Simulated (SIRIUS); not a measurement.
Au:

```
Au
1.0
     2.87792    0.00000    0.00000
     1.43896    2.49236    0.00000
     1.43896    0.83079    2.34982
Au
1
Direct
  0.00000 0.00000 0.00000
```

```yaml
Program: SIRIUS 7.12.0
Task: relaxation of cell and atoms
Functional: RPBE
Potentials_or_basis: PseudoDojo 0.4.1 PBE standard (scalar relativistic)
Cutoff: 1054 eV
Density_cutoff: 4214 eV
k_mesh: 8 × 8 × 8
Occupations: fermi-dirac, width 0.05 eV
Spin: no spin polarisation
```

At the start: pressure 15.3 GPa; volume 16.85 Å³/atom.

**Question.** How do energy, volume and symmetry change on relaxing?

**Answer.** Over 4 steps the energy falls by 71.8 meV/atom and the volume is 18.52 Å³/atom (+9.9 %); space group Fm-3m (No. 225, to 0.05 Å).

The path:
| step | energy change (eV) | largest force (eV/Å) | pressure (GPa) | volume (Å³) |
| --- | --- | --- | --- | --- |
| 1 | 0.0000 | 0.0000 | 15.32 | 16.85 |
| 2 | -0.0670 | 0.0000 | 3.37 | 18.06 |
| 3 | -0.0716 | 0.0000 | 0.53 | 18.45 |
| 4 | -0.0718 | 0.0000 | 0.03 | 18.52 |

Final structure:
```xyz
1
Lattice="2.9700 0.0000 0.0000 1.4850 2.5721 0.0000 1.4850 0.8574 2.4250" Properties=species:S:1:pos:R:3 pbc="T T T"
Au    0.0000    0.0000    0.0000
```

Caveat: the potentials were made for another functional, which shifts forces and pressure.
